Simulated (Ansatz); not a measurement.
Geometry optimisation, Ansatz 0.2.0, DFT PBE, scalar-relativistic, plane waves, PAW.

input.yaml

```yaml
crystal:
  lattice:
    - [-3.65, -6.321985, 0.0]
    - [5.475, -3.160993, 0.0]
    - [0.0, 0.0, 11.4683]
  atoms:
    - { symbol: "Y", position: [0.75, 0.5, 0.0] }
    - { symbol: "Y", position: [0.5, 0.3333333, 0.25] }
    - { symbol: "Y", position: [0.75, 0.5, 0.5] }
    - { symbol: "Y", position: [0.5, 0.3333333, 0.75] }
    - { symbol: "Y", position: [0.5, 0.0, 0.0] }
    - { symbol: "Y", position: [0.25, 0.8333333, 0.25] }
    - { symbol: "Y", position: [0.5, 0.0, 0.5] }
    - { symbol: "Y", position: [0.25, 0.8333333, 0.75] }
    - { symbol: "Y", position: [0.25, 0.5, 0.0] }
    - { symbol: "Y", position: [0.0, 0.3333333, 0.25] }
    - { symbol: "Y", position: [0.25, 0.5, 0.5] }
    - { symbol: "Y", position: [0.0, 0.3333333, 0.75] }
    - { symbol: "Y", position: [0.0, 0.0, 0.0] }
    - { symbol: "Y", position: [0.75, 0.8333333, 0.25] }
    - { symbol: "Y", position: [0.0, 0.0, 0.5] }
    - { symbol: "Y", position: [0.75, 0.8333333, 0.75] }
    - { symbol: H, position: [0.7485121, 0.4888161, 0.695896] }
basis:
  ecutwfc: 420.0
kpoints:
  mp_grid: { grid: [2, 2, 1] }
hamiltonian:
  xc: pbe
scf:
  occupations: { method: fermi_dirac, width: 0.1 }
  lower_state_search: "off"
relax:
  f_tol: 0.08
  max_steps: 25
  adjacent_minimum: "off"
```

Run as:

```bash
$ ansatz run input.yaml --threads 2 --pin off --max-ram 5120MiB --backend cpu --events-out ev --progress --plain --runs-dir out
```

Question: Where does it end, and by what steps?

Answer: The forces met the threshold. Limits of this set-up: coarse k mesh, odd electron count without spin, a small cell, in which the defect meets its images, a typed lattice constant that wasn't relaxed here. After 2 steps the energy has fallen by 0.051 eV; Y1 moved furthest, 0.13 Å.

```csv
step,energy less start (eV),largest force component (eV/Å),accepted
0,0.0000,0.448,yes
1,-0.0403,0.193,yes
2,-0.0505,0.025,yes
```

```xyz
17
Lattice="-3.6500 -6.3220 0.0000 5.4750 -3.1610 0.0000 0.0000 0.0000 11.4683" Properties=species:S:1:pos:R:3
Y -0.004 -6.319 0.129
Y -0.012 -4.198 2.864
Y 0.008 -6.325 5.747
Y -0.009 -4.226 8.586
Y -1.814 -3.168 -0.028
Y 3.633 -4.204 2.851
Y -1.819 -3.161 5.735
Y 3.634 -4.204 8.593
Y 1.835 -3.166 -0.016
Y 1.805 -1.050 2.864
Y 1.831 -3.164 5.726
Y 1.831 -1.039 8.587
Y 0.012 -0.005 -0.028
Y 1.822 -7.373 2.863
Y 0.004 -0.005 5.735
Y 1.800 -7.360 8.602
H -0.014 -6.313 7.981
```

Whether the end is a true minimum wasn't checked by a vibrational analysis.

Run time: 11 s on 2 threads of Intel(R) Xeon(R) Platinum 8488C (Sapphire Rapids), with other jobs on the host, peak memory 1 GiB.
